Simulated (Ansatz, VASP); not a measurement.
## One calculation of Sb, two programs

```xyz
1
Lattice="-1.5868 1.5868 2.4856 1.5868 -1.5868 2.4856 1.5868 1.5868 -2.4856" Properties=species:S:1:pos:R:3 pbc="T T T"
Sb    0.0000    0.0000    0.0000
```

Alike in both runs: task single point; functional PBE; k mesh 18 × 18 × 18; occupations gaussian, width 0.1 eV; no spin polarisation.

|  | VASP | Ansatz |
| --- | --- | --- |
| version | VASP 6.6.1 | Ansatz 0.2.0 |
| potentials or method | VASP PAW PBE potentials, release 64 (Sb) | scalar-relativistic, plane waves, PAW |
| plane-wave cutoff (eV) | 520 | 420 |
| valence electrons in the cell | 5 | 15 |

Ansatz gave:

* gap on the k mesh at the Fermi level (eV): none
* pressure (GPa): 7.0
* largest component of the traceless stress (GPa): 0.26

Estimate VASP's values.

gap on the k mesh at the Fermi level (eV): none; pressure (GPa): 6.8; largest component of the traceless stress (GPa): 0.23.

A gap of «none» marks a metal or a gap that the smearing closes. The two sets of potentials don't hold the same shells in valence.

The runs have no spin-orbit coupling, so splittings on Sb are missing.
